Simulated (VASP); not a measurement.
## Te2Mo: relaxation of the atoms with rev-vdW-DF2

The system is Te2Mo.

```
Te Mo
1.0
     3.51820    0.00000    0.00000
    -1.75910    3.04685    0.00000
     0.00000    0.00000   14.43473
Te Mo
4 2
Direct
  0.33333 0.66667 0.62512
  0.66667 0.33333 0.12512
  0.33333 0.66667 0.87488
  0.66667 0.33333 0.37488
  0.33333 0.66667 0.25000
  0.66667 0.33333 0.75000
```

```json
{
  "Program": "VASP 6.6.1",
  "Task": "relaxation of the atoms",
  "Functional": "rev-vdW-DF2",
  "Potentials or basis": "VASP PAW PBE potentials, release 64 (Te, Mo_sv)",
  "Cutoff": "520 eV",
  "k mesh": "10 × 10 × 3",
  "Occupations": "gaussian, width 0.05 eV",
  "Spin": "no spin polarisation",
  "Further INCAR settings": "ALGO = Normal; EDIFF = 1e-06; IBRION = 2; EDIFFG = -0.01; NSW = 40"
}
```

```yaml
Energy_gained_by_relaxing: 2.4 meV/atom
Ionic_steps: 3
Pressure_after_relaxing: 0.0 GPa
Band_gap_on_the_k_mesh: 0.84 eV, indirect (least direct gap 1.18 eV)
```

Stress tensor (GPa, compression positive):
```
 0.47  0.00  0.00
 0.00  0.47  0.00
 0.00  0.00 -0.87
```

Step by step:
```
step  energy change (eV)  largest force (eV/Å)  pressure (GPa)
   1              0.0000                0.3149            1.29
   2             -0.0126                0.1013            0.46
   3             -0.0141                0.0013            0.02
```

Final structure:
```
Te Mo
1.0
     3.51820    0.00000    0.00000
    -1.75910    3.04685    0.00000
     0.00000    0.00000   14.43473
Te Mo
4 2
Direct
  0.33333 0.66667 0.62356
  0.66667 0.33333 0.12356
  0.33333 0.66667 0.87644
  0.66667 0.33333 0.37644
  0.33333 0.66667 0.25000
  0.66667 0.33333 0.75000
```

Levels at points of the mesh, in eV from the valence-band top:
```
           k point  band 22  band 23  band 24  band 25  band 26  band 27  band 28  band 29  band 30  band 31
(0.00, 0.00, 0.00)    -0.83    -0.81    -0.81    -0.51     0.00     3.06     3.06     3.16     3.16     3.28
(0.50, 0.00, 0.00)    -1.70    -0.80    -0.79    -0.35    -0.14     1.43     1.47     1.59     1.90     2.72
```

Run time: 5.1 min on 2 MPI ranks on Intel(R) Xeon(R) 6975P-C (Granite Rapids), on a shared host, peak memory 0.75 GiB a rank.

The gap isn't set beside the measured one, since this odd mesh misses points on the zone boundary.

Caveat: the PAW data sets were made with another functional, which shifts forces and pressure a little; spin-orbit coupling is left out, which moves the levels of the heavy elements; an odd mesh through Γ misses points on the zone boundary, where band edges often lie.
